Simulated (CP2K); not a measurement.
## HfO2 under changes of volume

One of the cells (11.152 Å³/atom); the others are scaled copies at fixed shape and fractional positions:

```
Hf O
1.0
     3.61685    0.00000    0.00000
     1.80843    3.13229    0.00000
     1.80843    1.04410    2.95315
Hf O
1 2
Direct
  0.00000 0.00000 0.00000
  0.75000 0.75000 0.75000
  0.25000 0.25000 0.25000
```

Measurements of this composition are mostly on another form, of space group No. 14.

* Program: CP2K 2026.2
* Functional: LDA
* Potentials or basis: GTH_POTENTIALS Hf GTH-PADE-q12, O GTH-PADE-q6; TZVP-MOLOPT-PBE-GTH basis
* Density cutoff: 8163 eV
* k mesh: 9 × 9 × 9
* Occupations: fermi-dirac, width 0.1 eV
* Spin: no spin polarisation

```csv
volume (Å³/atom),energy over the lowest point (meV/atom),pressure (GPa),gap on the mesh (eV)
10.483,0.00,-23.2,3.88
10.706,33.65,-25.6,3.83
10.929,70.95,-28.0,3.78
11.152,111.51,-30.3,3.73
11.375,155.25,-32.5,3.68
11.598,202.06,-34.7,3.64
11.821,?,?,?
```

Q: What does the run at 11.821 Å³/atom give?

A: Energy over the lowest point 251.53 meV/atom; pressure -36.7 GPa; gap on the mesh 3.59 eV.

Worked out: A Birch-Murnaghan fit of order 3 (a polynomial in V^(-2/3)) to the other rows has no minimum within the range. It gives 251.66 meV/atom at 11.821 Å³/atom, against the run's 251.53, and -dE/dV = -36.6 GPa, against -36.7. A straight line through the other rows of the gap, of slope -2.4 eV per unit of ln V, extrapolates to 3.59 eV, against the run's 3.59.

Energies are extrapolated to zero smearing.

Caveats: spin-orbit coupling is left out, which moves the levels of the heavy elements; an odd mesh through Γ misses points on the zone boundary, where band edges often lie; the basis of atomic orbitals isn't converged, which shifts pressures, moduli and gaps.
